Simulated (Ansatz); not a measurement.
InN (wurtzite)

```
InN
1.0
    3.53693     0.00000     0.00000
   -1.76847     3.06307     0.00000
    0.00000     0.00000     5.71356
In N
2 2
Cartesian
  1.76847   1.02102   0.01160
  0.00000   2.04205   2.86838
  1.76847   1.02102   3.56052
  0.00000   2.04205   0.70374
```

In this cell atom 1 (In, nearest neighbour N at 2.156 Å; its periodic images, 3.5 Å or more away, move with it) is moved by s along Cartesian z, unit vector (0.000, 0.000, 1.000); all other atoms and the cell stay fixed.

Level of theory: PBEsol (plane waves to 420 eV, PAW, scalar-relativistic; Ansatz, a first-principles code). k mesh 9×9×5 (Γ-centred), Fermi-Dirac smearing 0.05 eV. E stands for the smeared free energy. Left out: 1 of 11 points, with atoms too close for the PAW data. With partly filled bands, energies and forces of such displacements shift with the k mesh and the smearing. At this level the bands of InN touch or barely overlap; measurements give the solid a gap. InN was relaxed with its symmetry unable to fall. ΔE is measured from the undisplaced structure. The last digit holds for this mesh only.

| s (Å) | ΔE (meV/cell) |
|---|---|
| -0.520 | 4055.5 |
| -0.390 | 1879.5 |
| -0.260 | 698.3 |
| -0.130 | 147.6 |
| 0.000 | 0.0 |
| 0.130 | 107.7 |
| 0.260 | withheld |
| 0.390 | 711.7 |
| 0.520 | 1082.2 |
| 0.650 | 1449.8 |

Q: Fit a polynomial form (powers 2, 3, 4) to the given rows and predict ΔE at s = 0.260.

A: Least squares on the 9 given rows: ΔE = (7691)·s² + (-10560)·s³ + (6272)·s⁴, in meV/cell with s in Å; root-mean-square residual 29.72 meV/cell. At 0.260 the fit gives 363.0 meV/cell; the calculation gives 369.4 meV/cell, so the interpolation is off by -6.4 (-1.7 %). The quadratic term alone would give 519.9 meV/cell.

(For displaced atoms, the force is minus the slope of the energy, and its curvature is a force constant, which sets phonon frequencies.)
